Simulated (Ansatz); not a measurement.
Input deck for Ansatz 0.2.0, then the block of the output on the nuclei.

The cell is a structure deposited in the COD, relaxed with PBE at fixed cell and then changed (z compressed by 1 %, ions relaxed).

```yaml
crystal:
  lattice:
    - [0.0, 2.703, 2.67597]
    - [2.703, 0.0, 2.67597]
    - [2.703, 2.703, 0.0]
  atoms:
    - { symbol: Si, position: [0.25, 0.25, 0.25] }
    - { symbol: Si, position: [0.75, 0.75, 0.75] }
    - { symbol: Ni, position: [0.0, 0.0, 0.0], spin: 1.5 }
magnetization:
  spin_polarized: true
kpoints:
  mp_grid: { grid: [15, 15, 15] }
scf:
  occupations: { method: fermi_dirac, width: 0.05 }
hamiltonian:
  xc: pbe
  pseudopotentials: { kind: paw }
output:
  forces: true
  stress: true
  populations: true
  efg: { quadrupole_moments_barn: { Ni: 0.162 }, contact_densities: true }
relax:
  f_tol: 0.02
  max_steps: 60
```

```sh
ansatz run input.yaml --threads 1 --pin off --max-ram 3072MiB --backend cpu --events-out ev --progress --plain --runs-dir out
```

The run relaxes the ions first, and the block belongs to the relaxed positions.

Of the output, the block on the nuclei alone is shown; the set-up, the SCF iterations, energies, forces and stress are cut. One atom of each set with nearly equal values is shown.

```
--- PAW observables at the nuclei: V_zz in 10²¹ V/m², potentials from the cell's mean, atoms counted from 1 ---
  atom   1  Si V_zz =    -0.047224   η = 0.0000   by run symmetry: allowed
            electrostatic potential = -1364.110747 V   contact ρ = 12810.830631 e/Å³   contact ρ_s (e/Å³): all electrons -0.000003, valence -0.000003
  atom   3  Ni V_zz =    +0.044380   η = 0.0000   by run symmetry: allowed   C_q = +0.1738 MHz
            electrostatic potential = -3571.160095 V   contact ρ = 130413.375166 e/Å³   contact ρ_s (e/Å³): all electrons +0.000003, valence +0.000001
```

The relaxation (1 step) took 45 s of wall time (45 s of CPU time) and 0.67 GiB at its peak, on 1 thread of Arm Neoverse V1 (aarch64; 8 cores open to the job, memory cap 3.0 GiB, no GPU), a shared host with a load of 1.0 a core.

With no gap above 0.1 eV, as in a metal, the gradients converge slowly in k; expect changes of a tenth or more on a denser mesh. The start moments die out, and the run ends without spin.
